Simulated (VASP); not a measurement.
# CoO (I4/mmm) in VASP: further runs

One crystal, CoO, is run at these levels: PBE; tasks: single point, relaxation of cell and atoms.

Program: VASP 6.6.1. These are calculated values, not measurements. Logs are shortened: lines on timing, memory, paths and dates and some standing lists are left out, and cuts for length are marked.

## 1. The structure

Symmetry: I4/mmm, No. 139, tetragonal system. Conventional cell: a = 3.016 Å, b = 3.016 Å, c = 4.215 Å, α = 90.00°, β = 90.00°, γ = 90.00°. Around Co (site symmetry 4/mmm) lie 6 O at 2.11 to 2.13 Å. O (site symmetry 4/mmm) has 6 Co at 2.11 to 2.13 Å as nearest neighbours.

## 2. Single point, PBE, collinear spin, ferromagnetic start

INCAR reads:

```
ALGO = Normal
EDIFF = 1E-6
ENCUT = 520
GGA = PE
ISIF = 2
ISMEAR = 0
ISPIN = 2
LASPH = True
LCHARG = False
LMAXMIX = 4
LORBIT = 11
LREAL = False
LWAVE = False
MAGMOM = 2 0
NELM = 100
NUPDOWN = 4
PREC = Accurate
SIGMA = 0.05
```

KPOINTS reads:

```
k-points
0
Gamma
  9 9 9
```

POSCAR reads:

```
CoO
1.0
   -1.5080004400      1.5080004400      2.1072503600
    1.5080004400     -1.5080004400      2.1072503600
    1.5080004400      1.5080004400     -2.1072503600
Co O
1 1
Direct
    0.0000000000      0.0000000000      0.0000000000
    0.5000000000      0.5000000000      0.0000000000
```

Potentials or basis: VASP PAW PBE potentials, release 64 (Co, O).

Launch:

```sh
$ cat potpaw_PBE.64/Co/POTCAR potpaw_PBE.64/O/POTCAR > POTCAR
$ mpirun -np 1 vasp_std > vasp.out
```

OUTCAR:

```text
EDIFF = 1E-6
   ENCUT = 520
   GGA = PE
   ISIF = 2
   ISMEAR = 0
   ISPIN = 2
   LASPH = True
   LORBIT = 11
   LREAL = False
   NELM = 100
   NUPDOWN = 4
   PREC = Accurate

 ion  position               nearest neighbor table
   1  0.000  0.000  0.000-   2 2.11   2 2.11   2 2.13   2 2.13   2 2.13   2 2.13
   2  0.500  0.500  0.000-   1 2.11   1 2.11   1 2.13   1 2.13   1 2.13   1 2.13

  LATTYP: Found a body centered tetragonal cell.
 ALAT       =     3.0160008800
 C/A-ratio  =     1.3973804676

  Lattice vectors:

 A1 = (  -1.5080004400,   1.5080004400,   2.1072503600)
 A2 = (   1.5080004400,  -1.5080004400,   2.1072503600)
 A3 = (   1.5080004400,   1.5080004400,  -2.1072503600)

Analysis of symmetry for initial positions (statically):
=====================================================================
 Subroutine PRICEL returns:
 Original cell was already a primitive cell.

 Routine SETGRP: Setting up the symmetry group for a
 body centered tetragonal supercell.

 Subroutine GETGRP returns: Found 16 space group operations
 (whereof 16 operations were pure point group operations)
 out of a pool of 16 trial point group operations.

The static configuration has the point symmetry D_4h.

Analysis of symmetry for dynamics (positions and initial velocities):
=====================================================================
 Subroutine PRICEL returns:
 Original cell was already a primitive cell.

 Routine SETGRP: Setting up the symmetry group for a
 body centered tetragonal supercell.

 Subroutine GETGRP returns: Found 16 space group operations
 (whereof 16 operations were pure point group operations)
 out of a pool of 16 trial point group operations.

The dynamic configuration has the point symmetry D_4h.

Analysis of structural, dynamic, and magnetic symmetry:
=====================================================================
 Subroutine PRICEL returns:
 Original cell was already a primitive cell.

 Routine SETGRP: Setting up the symmetry group for a
 body centered tetragonal supercell.

 Subroutine GETGRP returns: Found 16 space group operations
 (whereof 16 operations were pure point group operations)
 out of a pool of 16 trial point group operations.

The overall configuration has the point symmetry D_4h.

 Subroutine INISYM returns: Found 16 space group operations
 (whereof 16 operations are pure point group operations),
 and found     1 'primitive' translations

----------------------------------------------------------------------------------------

                                     Primitive cell

  volume of cell :      19.1681

  direct lattice vectors                    reciprocal lattice vectors
    -1.508000440  1.508000440  2.107250360     0.000000000  0.331564890  0.237276030
     1.508000440 -1.508000440  2.107250360     0.331564890  0.000000000  0.237276030
     1.508000440  1.508000440 -2.107250360     0.331564890  0.331564890  0.000000000

  length of vectors
     2.998105191  2.998105191  2.998105191     0.407719500  0.407719500  0.468903564

  position of ions in fractional coordinates (direct lattice)
     0.000000000  0.000000000  0.000000000
     0.500000000  0.500000000  0.000000000

  ion indices of the primitive-cell ions
   primitive index   ion index
                 1           1
                 2           2

----------------------------------------------------------------------------------------

 KPOINTS: k-points

Automatic generation of k-mesh.
 Grid dimensions read from file:
 generate k-points for:    9    9    9

 Generating k-lattice:

  Cartesian coordinates                     Fractional coordinates (reciprocal lattice)
     0.000000000  0.036840543  0.026364003     0.111111111  0.000000000  0.000000000
     0.036840543  0.000000000  0.026364003     0.000000000  0.111111111  0.000000000
     0.036840543  0.036840543  0.000000000     0.000000000  0.000000000  0.111111111

  Length of vectors
     0.045302167  0.045302167  0.052100396

  Shift w.r.t. Gamma in fractional coordinates (k-lattice)
     0.000000000  0.000000000  0.000000000

 Subroutine IBZKPT returns following result:
 ===========================================

 Found     75 irreducible k-points:

 Following reciprocal coordinates:
            Coordinates               Weight
  0.000000  0.000000  0.000000      1.000000
  0.111111  0.000000 -0.000000      8.000000
  0.222222  0.000000 -0.000000      8.000000
  0.333333  0.000000  0.000000      8.000000
  0.444444  0.000000 -0.000000      8.000000
  0.111111  0.111111 -0.000000      8.000000
[... 16 lines left out ...]
 -0.333333  0.333333  0.000000      4.000000
  0.444444  0.444444 -0.000000      8.000000
 [... further k-points ...]
   k-points           NKPTS =     75   k-points in BZ     NKDIM =     75   number of bands    NBANDS=     12
   number of dos      NEDOS =    301   number of ions     NIONS =      2
   total plane-waves  NPLWV =  13824
   dimension x,y,z NGX =    24 NGY =   24 NGZ =   24
   dimension x,y,z NGXF=    48 NGYF=   48 NGZF=   48
   ions per type =               1   1
   NGX,Y,Z   is equivalent  to a cutoff of  13.31, 13.31, 13.31 a.u.
   NGXF,Y,Z  is equivalent  to a cutoff of  26.62, 26.62, 26.62 a.u.
 SYSTEM =  unknown system
   PREC   = accura    normal or accurate (medium, high low for compatibility)
   ISTART =      0    job   : 0-new  1-cont  2-samecut
   ICHARG =      2    charge: 1-file 2-atom 10-const
   ISPIN  =      2    spin polarized calculation?
   LNONCOLLINEAR =      F non collinear calculations
   LSORBIT =      F    spin-orbit coupling
   LASPH  =      T    aspherical Exc in radial PAW
   ENCUT  =  520.0 eV  38.22 Ry    6.18 a.u.   5.57  5.57  5.57*2*pi/ulx,y,z
   NELM   =    100;   NELMIN=  2; NELMDL= -5     # of ELM steps
   EDIFF  = 0.1E-05   stopping-criterion for ELM
   LREAL  =      F    real-space projection
   EDIFFG = 0.1E-04   stopping-criterion for IOM
   NSW    =      0    number of steps for IOM
   IBRION =     -1    ionic relax: 0-MD 1-quasi-New 2-CG
   NFREE  =      0    steps in history (QN), initial steepest desc. (CG)
   ISIF   =      2    stress and relaxation
   ISYM   =      2    0-nonsym 1-usesym 2-fastsym
   POTIM  = 0.5000    time-step for ionic-motion
   TEBEG  =    0.0;   TEEND  =   0.0 temperature during run
   PSTRESS=    0.0 pullay stress
   NELECT =      15.0000    total number of electrons
   NUPDOWN=       4.0000    fix difference up-down
   EMIN   =  10.00;   EMAX   =-10.00  energy-range for DOS
   EFERMI =   0.00;   METHOD = LEGACY
   ISMEAR =     0;   SIGMA  =   0.05  broadening in eV -4-tet -1-fermi 0-gaus
   EFERMI_NEDOS =   21; number of points for ismear=-14 and -15
   IALGO  =     38    algorithm
   IMIX   =      4    mixing-type and parameters
     AMIX     =   0.40;   BMIX     =  1.00
     AMIX_MAG =   1.60;   BMIX_MAG =  1.00
  volume/ion in A,a.u.               =       9.58        64.68
  Fermi-wavevector in a.u.,A,eV,Ry     =   1.508617  2.850872 30.965828  2.275924
  Thomas-Fermi vector in A             =   2.619047
   LORBIT       =     11    0 simple, 1 ext, 2 COOP (PROOUT), +10 PAW based schemes
   GGA     = PE    functional components
   LHFCALC =     F    Hartree Fock is set to
   AEXX    =    0.0000 exact exchange contribution
   IVDW    =     0    specifies the selected vdW correction
   LEPSILON=     F    determine dielectric tensor
   LRPA    =     F    only Hartree local field effects (RPA)
 spin polarized calculation
 Gauss-broadening in eV      SIGMA  =   0.05
  energy-cutoff  :      520.00
  volume of cell :       19.17
 maximum number of plane-waves:       533
   NGX = 11   NGY = 11   NGZ = 11

 number of electron      15.0000005 magnetization       4.0000557

 Free energy of the ion-electron system (eV)
  ---------------------------------------------------
  ext. energy  EPLUGINS =         0.00000000
  ---------------------------------------------------
  free energy    TOTEN  =       -10.40791579 eV

  energy without entropy =      -10.40235846  energy(sigma->0) =      -10.40513712

 E-fermi :   7.0899     XC(G=0): -12.5660

 val. band max:       13.8528259529   @ k =  -0.4444   0.3333   0.0000
 cond. band min:       7.0929080831   @ k =  -0.4444   0.1111  -0.0000
 fundamental gap:     -6.7599178698
 Fermi energy:        13.8659449864

 spin component 1

 k-point     1 :       0.0000    0.0000    0.0000
  band No.  band energies     occupation
      1     -12.4941      1.00000
      2       3.4738      1.00000
      3       3.4738      1.00000
      4       3.5191      1.00000
      5       3.5230      1.00000
      6       3.6027      1.00000
      7       4.6155      1.00000
      8       4.6527      1.00000
      9       4.6527      1.00000
     10       8.5356      1.00000
     11      24.2630      0.00000
     12      25.6454      0.00000

 k-point     2 :       0.1111    0.0000   -0.0000
  band No.  band energies     occupation
      1     -12.3657      1.00000
      2       2.9537      1.00000
      3       2.9699      1.00000
      4       3.0104      1.00000
      5       3.5551      1.00000
      6       3.6305      1.00000
      7       4.3684      1.00000
      8       5.2395      1.00000
      9       5.2423      1.00000
     10       9.3808      1.00000
     11      22.1466      0.00000
     12      25.1506      0.00000
[... 301 lines left out ...]
 k-point    23 :      -0.3333    0.3333    0.0000
  band No.  band energies     occupation
      1     -11.5053      1.00000
      2       0.5776      1.00000
      3       2.9159      1.00000
      4       3.1112      1.00000
      5       3.1951      1.00000
      6       3.7529      1.00000
      7       4.8126      1.00000
      8       4.8942      1.00000
      9       5.0178      1.00000
     10      13.3640      1.00000
     11      18.1218      0.00000
     12      19.5169      0.00000

 k-point    24 :       0.4444    0.4444   -0.0000
  band No.  band energies     occupation
      1     -11.2137      1.00000
      2       0.9208      1.00000
      3       2.2631      1.00000
      4       2.7474      1.00000
      5       3.4957      1.00000
      6       4.3904      1.00000
      7       4.4963      1.00000
      8       4.5631      1.00000
      9       4.6292      1.00000
     10      13.8342      0.81522
     11      17.2948      0.00000
     12      18.5390      0.00000

 [... further k-points ...]

 spin component 2

 k-point     1 :       0.0000    0.0000    0.0000
  band No.  band energies     occupation
      1     -11.3534      1.00000
      2       5.8054      1.00000
      3       5.8676      1.00000
      4       5.8676      1.00000
      5       6.1967      1.00000
      6       6.1967      1.00000
      7       6.2154      1.00000
      8       6.9824      0.99881
      9       7.0269      0.96268
     10       9.9419      0.00000
     11      25.4080      0.00000
     12      26.7109      0.00000

 k-point     2 :       0.1111    0.0000   -0.0000
  band No.  band energies     occupation
      1     -11.2196      1.00000
      2       4.7037      1.00000
      3       5.1482      1.00000
      4       5.1870      1.00000
      5       6.3549      1.00000
      6       6.3646      1.00000
      7       6.5515      1.00000
      8       7.6655      0.00000
      9       7.6867      0.00000
     10      10.7940      0.00000
     11      23.3505      0.00000
     12      26.3168      0.00000
[... 301 lines left out ...]
 k-point    23 :      -0.3333    0.3333    0.0000
  band No.  band energies     occupation
      1     -10.3011      1.00000
      2       1.9512      1.00000
      3       4.5405      1.00000
      4       4.6276      1.00000
      5       5.4807      1.00000
      6       7.2994      0.00000
      7       7.3973      0.00000
      8       7.4225      0.00000
      9       8.2805      0.00000
     10      14.9189      0.00000
     11      19.4369      0.00000
     12      20.9244      0.00000

 k-point    24 :       0.4444    0.4444   -0.0000
  band No.  band energies     occupation
      1      -9.9783      1.00000
      2       1.9882      1.00000
      3       3.8319      1.00000
      4       4.3353      1.00000
      5       5.7365      1.00000
      6       7.2563      0.00000
      7       7.3363      0.00000
      8       7.7589      0.00000
      9       8.0336      0.00000
     10      15.1940      0.00000
     11      18.7669      0.00000
     12      20.0010      0.00000

 [... further k-points ...]

------------------------ aborting loop because EDIFF is reached ----------------------------------------

  FORCE on cell =-STRESS in cart. coord.  units (eV):
  Direction    XX          YY          ZZ          XY          YZ          ZX
  --------------------------------------------------------------------------------------
  -------------------------------------------------------------------------------------
  Total        2.8875837      2.8875837      2.9374590      0.0000000      0.0000000      0.0000000
  in kB      241.3604427    241.3604427    245.5293025      0.0000000      0.0000000      0.0000000
  external PRESSURE =     242.7500626 kB  Pullay stress =       0.0000000 kB

 VOLUME and BASIS-vectors are now :
 -----------------------------------------------------------------------------
  energy-cutoff  :      520.00
  volume of cell :       19.17
      direct lattice vectors                 reciprocal lattice vectors
    -1.508000440  1.508000440  2.107250360     0.000000000  0.331564890  0.237276030
     1.508000440 -1.508000440  2.107250360     0.331564890  0.000000000  0.237276030
     1.508000440  1.508000440 -2.107250360     0.331564890  0.331564890  0.000000000

 POSITION                                       TOTAL-FORCE (eV/Angst)
 -----------------------------------------------------------------------------------
      0.00000      0.00000      0.00000         0.000000     -0.000000     -0.000000
      0.00000      0.00000      2.10725        -0.000000      0.000000      0.000000
 -----------------------------------------------------------------------------------
    total drift:                               -0.000000      0.000000     -0.000000

  FREE ENERGIE OF THE ION-ELECTRON SYSTEM (eV)
  ---------------------------------------------------
  free  energy   TOTEN  =       -10.4079157852 eV

  energy  without entropy=      -10.4023584592  energy(sigma->0) =      -10.40513712

 total charge

# of ion       s       p       d       tot
------------------------------------------
    1        0.398   0.420   6.898   7.716
    2        1.604   3.364   0.000   4.967
--------------------------------------------------
tot          2.001   3.783   6.898  12.683

 magnetization (x)

# of ion       s       p       d       tot
------------------------------------------
    1        0.131   0.083   2.865   3.079
    2        0.086   0.568   0.000   0.655
--------------------------------------------------
tot          0.217   0.651   2.865   3.733
```

It took 25 s on 1 thread of AMD EPYC 9R45 (Zen 5), shared host; peak memory 0.14 GiB.

What came out:

* Free energy: -10.4079 eV
* Pressure: 24.3 GPa
* Net moment: 4.00 μB per cell
* Site moments: Co +3.08; O +0.66 μB
* Valence electrons inside the program's atomic spheres: Co 7.72; O 4.97

Caveat: the moment is held away from its start; the total moment is fixed, so each spin has its own Fermi level; a cell with one magnetic atom can't hold antiferromagnetic order, which such compounds often take.

(Continued in part 2 of 2.)
